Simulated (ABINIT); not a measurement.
Set up this calculation in ABINIT 10.8.3 (patched build), as the native input.

| Item | Value |
| --- | --- |
| Task | single point |
| Functional | LDA |
| Potentials or basis | JTH PAW LDA v2.0 |
| Cutoff | 544 eV |
| k mesh | 10 × 10 × 6 |
| Occupations | fermi-dirac, width 0.05 eV |
| Spin | no spin polarisation |
| Fine-grid cutoff | 1088.46 eV |

The system is Te2Pt (Moncheite).

```xyz
3
Lattice="4.0100 0.0000 0.0000 -2.0050 3.4728 0.0000 0.0000 0.0000 5.2010" Properties=species:S:1:pos:R:3 pbc="T T T"
Pt    0.0000    0.0000    0.0000
Te    2.0050    1.1576    3.9007
Te    0.0000    2.3152    1.3002
```

These files were run (other wordings do the same):

run.abi

```
# Pseudopotentials
pp_dirpath "./"
pseudos "Pt.LDA_PW-JTH.xml, Te.LDA_PW-JTH.xml"

# Structure
acell 4.01 4.01 5.201 Angstrom
rprim
     1.0000000000     0.0000000000     0.0000000000
    -0.5000000000     0.8660254038     0.0000000000
     0.0000000000     0.0000000000     1.0000000000
ntypat 2
znucl 78 52
natom 3
typat 1 2 2
xred
     0.0000000000     0.0000000000     0.0000000000
     0.6666666667     0.3333333333     0.7500000000
     0.3333333333     0.6666666667     0.2500000000

# Plane-wave basis
ecut 20.0
pawecutdg 40.0

# k points
kptopt 1
ngkpt 10 10 6
nshiftk 1
shiftk 0.0 0.0 0.0

# Exchange and correlation
ixc 7

# Bands and occupations
nband 15
occopt 3
tsmear 0.05 eV

# SCF cycle
nstep 100
tolvrs 1.0e-9

# Output
iomode 3
prtwf 0
prtden 0
prteig 0
prtebands 0
enunit 1
```

Potentials or basis: JTH PAW LDA v2.0.

Command:

```bash
$ abinit run.abi > log 2>&1
```

Results of the run:

```yaml
Pressure: 3.0 GPa
Largest_force: 0.795 eV/Å
Band_gap_on_the_k_mesh: none (metal or under the smearing width)
Valence_electrons_inside_the_program's_atomic_spheres: Pt 8.75; Te 3.14
```

Run time: 96 s on 1 thread of Arm Neoverse V1, on a shared host, peak memory 0.17 GiB.
